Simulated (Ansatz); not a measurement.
# Copper, bcc under PBE: structure, energy and stiffness, part 2 of 2

The plan for copper in the bcc structure: relax it, solve it on a dense k-mesh, switch on spin-orbit coupling, then scale the cell to 7 volumes from 88 to 112 % of the relaxed one and try a fit of the equation of state. The k-meshes are 15×15×15 for the relaxation; 25×25×25 for the dense run; 15×15×15 for spin-orbit coupling; 25×25×25 for the volumes.

Ansatz 0.2.0; DFT, PBE, plane waves (420 eV) with PAW, scalar-relativistic.

**7. Volume × 0.96**

This is Cu in the bcc structure; at room conditions it is fcc.

File input.yaml:

```yaml
crystal:
  lattice:
    - [-1.4228579371, 1.4228579371, 1.4228579371]
    - [1.4228579371, -1.4228579371, 1.4228579371]
    - [1.4228579371, 1.4228579371, -1.4228579371]
  atoms:
    - { symbol: Cu, position: [0.0, 0.0, 0.0] }
hamiltonian:
  xc: pbe
  pseudopotentials:
    kind: paw
    azcp:
      Cu: "pseudopotentials/Cu.paw.azcp"
basis:
  ecutwfc: 420
  fft_grid_basis: typed
kpoints:
  mp_grid: { grid: [25, 25, 25], shift: [0, 0, 0] }
magnetization:
  spin_polarized: false
scf:
  occupations: { method: fermi_dirac, width: 0.1 }
output:
  stress: true
```

The program printed, cut to the lines that bear on the results:

```text
[...]
Pseudopotentials: kind: paw
Pseudopotential: Cu, paw, valence charge 19, recommended cutoff 420 eV (normal), <dir>
Functional definition: PBE
[...]
Crystal: 1 atoms, lattice volume = 11.522 Å³
Basis set: ecut = 420 eV, 225 PW (Γ)
Bands: 14, of which v1, the nominal top of the filled ones, is band 10 counted from 1 (9 counted from 0)
Symmetry: 48 space group operations
Space group: Im-3m (ITA 229), of the structure as read, at distance tolerance 2.3e-5 Å
k-points: 455 of 15625
[...]
SCF iter   1: F=—  HF=-6625.134356 eV  |F-HF|=—  |Δ(HF+E_count)|=         —  Δρ=8.88e-4  dr2=1.54e-5  ethr=1.77e-3  ⟨swp⟩=5.4  Hψ=31905  notcnv=0
[...]
SCF iter   6: F=-6625.134505 eV  HF=-6625.134505 eV  |F-HF|=1.82e-12  |Δ(HF+E_count)|=  7.89e-10  Δρ=3.58e-7  dr2=5.20e-12  ethr=4.71e-12  ⟨swp⟩=1.5  Hψ=17384  notcnv=0
[...]
SCF converged after 6 iterations
Free energy (F): -6625.134505 eV
[...]
E sigma→0 (E₀):  -6625.129543 eV
Entropy (-TS):   -0.009922 eV (-9.922 meV/atom)
Fermi energy:    17.305118 eV
[...]
--- Stress (GPa, compression-positive) ---
        6.357233       0.000000       0.000000
        0.000000       6.357233       0.000000
        0.000000       0.000000       6.357233
  P = ⅓ Tr σ = 6.3572 GPa (63.572 kbar)
```

Run time: 7 s. Hardware: 1 thread of an x86-64 CPU, shared host; peak memory 0.54 GiB.

**8. Volume × 1.0**

Edit input.yaml of step 7 so:

```diff
@@ -2,5 +2,5 @@
   lattice:
-    - [-1.4228579371, 1.4228579371, 1.4228579371]
-    - [1.4228579371, -1.4228579371, 1.4228579371]
-    - [1.4228579371, 1.4228579371, -1.4228579371]
+    - [-1.4423515641, 1.4423515641, 1.4423515641]
+    - [1.4423515641, -1.4423515641, 1.4423515641]
+    - [1.4423515641, 1.4423515641, -1.4423515641]
   atoms:
```

The program printed, cut to the lines that bear on the results:

```text
[...]
[... 3 set-up lines as earlier in the session ...]
[...]
Crystal: 1 atoms, lattice volume = 12.003 Å³
Basis set: ecut = 420 eV, 225 PW (Γ)
Bands: 14, of which v1, the nominal top of the filled ones, is band 10 counted from 1 (9 counted from 0)
[... 2 set-up lines as earlier in the session ...]
k-points: 455 of 15625
[...]
SCF iter   1: F=—  HF=-6625.143635 eV  |F-HF|=—  |Δ(HF+E_count)|=         —  Δρ=7.94e-4  dr2=1.15e-5  ethr=1.77e-3  ⟨swp⟩=5.4  Hψ=31813  notcnv=0
[...]
SCF iter   6: F=-6625.143776 eV  HF=-6625.143776 eV  |F-HF|=2.73e-12  |Δ(HF+E_count)|=  1.86e-10  Δρ=4.74e-8  dr2=2.03e-13  ethr=1.00e-12  ⟨swp⟩=1.1  Hψ=18469  notcnv=0
[...]
SCF converged after 6 iterations
Free energy (F): -6625.143776 eV
[...]
E sigma→0 (E₀):  -6625.138740 eV
Entropy (-TS):   -0.010071 eV (-10.071 meV/atom)
Fermi energy:    16.420978 eV
[...]
--- Stress (GPa, compression-positive) ---
        0.079362      -0.000000      -0.000000
       -0.000000       0.079362       0.000000
       -0.000000      -0.000000       0.079362
  P = ⅓ Tr σ = 0.0794 GPa (0.794 kbar)
```

Wall time 7.7 s (1 thread of an x86-64 CPU, shared host); peak memory 0.53 GiB.

**9. Volume × 1.04**

Edit input.yaml of step 8 so:

```diff
@@ -2,5 +2,5 @@
   lattice:
-    - [-1.4423515641, 1.4423515641, 1.4423515641]
-    - [1.4423515641, -1.4423515641, 1.4423515641]
-    - [1.4423515641, 1.4423515641, -1.4423515641]
+    - [-1.4613320508, 1.4613320508, 1.4613320508]
+    - [1.4613320508, -1.4613320508, 1.4613320508]
+    - [1.4613320508, 1.4613320508, -1.4613320508]
   atoms:
```

The program printed, cut to the lines that bear on the results:

```text
[...]
[... 3 set-up lines as earlier in the session ...]
[...]
Crystal: 1 atoms, lattice volume = 12.483 Å³
Basis set: ecut = 420 eV, 225 PW (Γ)
Bands: 14, of which v1, the nominal top of the filled ones, is band 10 counted from 1 (9 counted from 0)
[... 2 set-up lines as earlier in the session ...]
k-points: 455 of 15625
[...]
SCF iter   1: F=—  HF=-6625.136204 eV  |F-HF|=—  |Δ(HF+E_count)|=         —  Δρ=8.05e-4  dr2=1.67e-5  ethr=1.77e-3  ⟨swp⟩=5.5  Hψ=31783  notcnv=0
[...]
SCF iter   6: F=-6625.136335 eV  HF=-6625.136335 eV  |F-HF|=9.09e-13  |Δ(HF+E_count)|=  1.16e-10  Δρ=3.30e-8  dr2=5.37e-14  ethr=1.00e-12  ⟨swp⟩=1.1  Hψ=18664  notcnv=0
[...]
SCF converged after 6 iterations
Free energy (F): -6625.136335 eV
[...]
E sigma→0 (E₀):  -6625.131236 eV
Entropy (-TS):   -0.010198 eV (-10.198 meV/atom)
Fermi energy:    15.607092 eV
[...]
--- Stress (GPa, compression-positive) ---
       -4.847977      -0.000000       0.000000
       -0.000000      -4.847977       0.000000
       -0.000000      -0.000000      -4.847977
  P = ⅓ Tr σ = -4.8480 GPa (-48.480 kbar)
```

Run time: 8.3 s. Hardware: 1 thread of an x86-64 CPU, shared host; peak memory 0.53 GiB.

**10. Volume × 1.08**

Edit input.yaml of step 9 so:

```diff
@@ -2,5 +2,5 @@
   lattice:
-    - [-1.4613320508, 1.4613320508, 1.4613320508]
-    - [1.4613320508, -1.4613320508, 1.4613320508]
-    - [1.4613320508, 1.4613320508, -1.4613320508]
+    - [-1.4798318887, 1.4798318887, 1.4798318887]
+    - [1.4798318887, -1.4798318887, 1.4798318887]
+    - [1.4798318887, 1.4798318887, -1.4798318887]
   atoms:
```

The program printed, cut to the lines that bear on the results:

```text
[...]
[... 3 set-up lines as earlier in the session ...]
[...]
Crystal: 1 atoms, lattice volume = 12.963 Å³
Basis set: ecut = 420 eV, 249 PW (Γ)
Bands: 14, of which v1, the nominal top of the filled ones, is band 10 counted from 1 (9 counted from 0)
[... 2 set-up lines as earlier in the session ...]
k-points: 455 of 15625
[...]
SCF iter   1: F=—  HF=-6625.115676 eV  |F-HF|=—  |Δ(HF+E_count)|=         —  Δρ=9.21e-4  dr2=3.36e-5  ethr=1.77e-3  ⟨swp⟩=5.5  Hψ=31681  notcnv=0
[...]
SCF iter   6: F=-6625.115793 eV  HF=-6625.115793 eV  |F-HF|=9.09e-13  |Δ(HF+E_count)|=  1.14e-10  Δρ=3.79e-8  dr2=4.89e-14  ethr=1.00e-12  ⟨swp⟩=1.1  Hψ=18292  notcnv=0
[...]
SCF converged after 6 iterations
Free energy (F): -6625.115793 eV
[...]
E sigma→0 (E₀):  -6625.110629 eV
Entropy (-TS):   -0.010329 eV (-10.329 meV/atom)
Fermi energy:    14.855346 eV
[...]
--- Stress (GPa, compression-positive) ---
       -8.706118      -0.000000      -0.000000
       -0.000000      -8.706118      -0.000000
        0.000000      -0.000000      -8.706118
  P = ⅓ Tr σ = -8.7061 GPa (-87.061 kbar)
```

Run time: 7.5 s. Hardware: 1 thread of an x86-64 CPU, shared host; peak memory 0.55 GiB.

**11. Volume × 1.12**

Edit input.yaml of step 10 so:

```diff
@@ -2,5 +2,5 @@
   lattice:
-    - [-1.4798318887, 1.4798318887, 1.4798318887]
-    - [1.4798318887, -1.4798318887, 1.4798318887]
-    - [1.4798318887, 1.4798318887, -1.4798318887]
+    - [-1.4978803979, 1.4978803979, 1.4978803979]
+    - [1.4978803979, -1.4978803979, 1.4978803979]
+    - [1.4978803979, 1.4978803979, -1.4978803979]
   atoms:
```

The program printed, cut to the lines that bear on the results:

```text
[...]
[... 3 set-up lines as earlier in the session ...]
[...]
Crystal: 1 atoms, lattice volume = 13.443 Å³
Basis set: ecut = 420 eV, 249 PW (Γ)
Bands: 14, of which v1, the nominal top of the filled ones, is band 10 counted from 1 (9 counted from 0)
[... 1 set-up line as earlier in the session ...]
Space group: Im-3m (ITA 229), of the structure as read, at distance tolerance 2.4e-5 Å
k-points: 455 of 15625
[...]
SCF iter   1: F=—  HF=-6625.084902 eV  |F-HF|=—  |Δ(HF+E_count)|=         —  Δρ=1.10e-3  dr2=6.42e-5  ethr=1.77e-3  ⟨swp⟩=5.4  Hψ=31653  notcnv=0
[...]
SCF iter   6: F=-6625.085008 eV  HF=-6625.085008 eV  |F-HF|=2.46e-11  |Δ(HF+E_count)|=   3.50e-9  Δρ=5.36e-7  dr2=9.90e-12  ethr=5.15e-12  ⟨swp⟩=1.9  Hψ=18446  notcnv=0
[...]
SCF converged after 6 iterations
Free energy (F): -6625.085008 eV
[...]
E sigma→0 (E₀):  -6625.079764 eV
Entropy (-TS):   -0.010486 eV (-10.486 meV/atom)
Fermi energy:    14.159026 eV
[...]
--- Stress (GPa, compression-positive) ---
      -11.715604      -0.000000      -0.000000
        0.000000     -11.715604      -0.000000
       -0.000000       0.000000     -11.715604
  P = ⅓ Tr σ = -11.7156 GPa (-117.156 kbar)
```

Wall time 7.7 s (1 thread of an x86-64 CPU, shared host); peak memory 0.54 GiB.

**12. The equation of state**

All volumes keep the relaxed shape and fractional coordinates.

| V (Å³/atom) | E − E₀ (meV/atom) | P from the stress (GPa) | P from the fit (GPa) |
| --- | --- | --- | --- |
| 10.562 | 97.2 | 24.55 | 24.52 |
| 11.042 | 39.6 | 14.35 | 14.32 |
| 11.522 | 9.2 | 6.36 | 6.33 |
| 12.003 | 0.0 | 0.08 | 0.06 |
| 12.483 | 7.5 | -4.85 | -4.86 |
| 12.963 | 28.1 | -8.71 | -8.73 |
| 13.443 | 59.0 | -11.72 | -11.75 |

Fit (Birch-Murnaghan, third order): V₀ = 12.008 Å³/atom, B₀ = 138 GPa, B₀′ = 5.0, largest residual 0.01 meV/atom.

**13. Outcome**

The summary covers parts 1 to 2.

| quantity | value |
| --- | --- |
| space group (spins left aside) | Im-3m (No. 229) |
| conventional cell | a = 2.885 Å |
| volume | 12.003 Å³/atom |
| shortest distance | 2.498 Å |
| gap on the mesh | none (levels filled in part) |
| relative to fcc | +36 meV/atom |
| V₀, B₀, B₀′ | 12.008 Å³/atom, 138 GPa, 5.0 |

The relaxation enlarged the cell by 1.6 % in volume. Against the reference form of copper (fcc, computed apart with the same settings) it stands 36 meV/atom higher. No gap shows: it is a metal or semimetal at this level. The total energy of the spin-orbit run lies -0.37 eV/atom from the scalar one, but the two kinds of run don't share a zero of energy: only differences within one kind count. B₀ comes out at 138 GPa. Relaxation kept the symmetry; phonons were not checked.
